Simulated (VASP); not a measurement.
**Al: equation of state with r2SCAN**

The system is Al.

```
Al
1.0
    -1.59700    1.59700    1.59700
     1.59700   -1.59700    1.59700
     1.59700    1.59700   -1.59700
Al
1
Direct
  0.00000 0.00000 0.00000
```

This isn't the form of Al at room conditions, which is fcc.

- Program: VASP 6.6.1
- Task: equation of state
- Functional: r2SCAN
- Potentials or basis: VASP PAW PBE potentials, release 64 (Al)
- Cutoff: 520 eV
- k mesh: 10 × 10 × 10
- Occupations: fermi-dirac, width 0.05 eV
- Spin: no spin polarisation

* Equilibrium volume: 16.29 Å³/atom
* Bulk modulus: 83 GPa
* Pressure derivative of the bulk modulus: 4.2 (rough: it moves with the points fitted)

Energy against volume, from the lowest point:
```tsv
volume (Å³/atom)	energy (meV/atom)
15.640	7.26
15.966	1.75
16.292	0.00
16.618	1.64
16.944	6.34
```

All runs of the series together: 74 s on 1 thread of Intel(R) Xeon(R) Platinum 8259CL CPU @ 2.50GHz (Skylake/Cascade Lake) (shared host).

Caveat: the PAW data sets were made with another functional, which shifts forces and pressure a little.
